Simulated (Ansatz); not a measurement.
The crystal of InAs (F-43m), relaxed at this level, has 29.59 Å³/atom and no gap on the mesh:

```
In As
1.0
     0.00000    3.09316    3.09316
     3.09316    0.00000    3.09316
     3.09316    3.09316    0.00000
In As
1 1
Direct
  0.00000 0.00000 0.00000
  0.25000 0.25000 0.25000
```

Cells of 8 atoms of this composition were thrown in at random at the volumes given and pushed apart as soft spheres, like charges further apart, which can already order a small cell. Each cell was relaxed without symmetry on coarser meshes and computed once more; the crystal stands on its own mesh of 12×12×12. Computed with DFT PBE, scalar-relativistic, plane waves, PAW (Ansatz 0.2.0).

Settings: cutoff 420 eV, Γ-centred mesh 6×6×6 on the computed 8-atom cell, Gaussian smearing of 0.10 eV; no spin polarisation. Other cells take the settings in the table.

Question: Where do the relaxations end?

Answer: One draw a row:

| start V/V(crystal) | E − E(crystal) (meV/atom) | final V/V(crystal) | gap on mesh (eV) | space group at 0.1 Å | k mesh | smearing (eV) | P (GPa) | largest force (eV/Å) | relaxation |
| --- | --- | --- | --- | --- | --- | --- | --- | --- | --- |
| 1.00 | 227 | 0.890 | 0.00 | P1 | 7×7×6 | 0.10 | 0.1 | 0.08 | whole |
| 1.08 | 283 | 0.857 | 0.00 | P1 | 6×6×6 | 0.10 | 0.0 | 0.11 | whole |
| 1.08 | 321 | 0.863 | 0.00 | P1 | 6×6×6 | 0.02 | 0.1 | 0.20 | stopped early |

The smearing is narrow for a metal on this mesh.

1 further run of this set didn't finish or converge.

Cost: 6 runs of about 32 core-minutes in all (earlier runs that led there not counted), on Intel Xeon Processor @ 2.70GHz (shared hosts).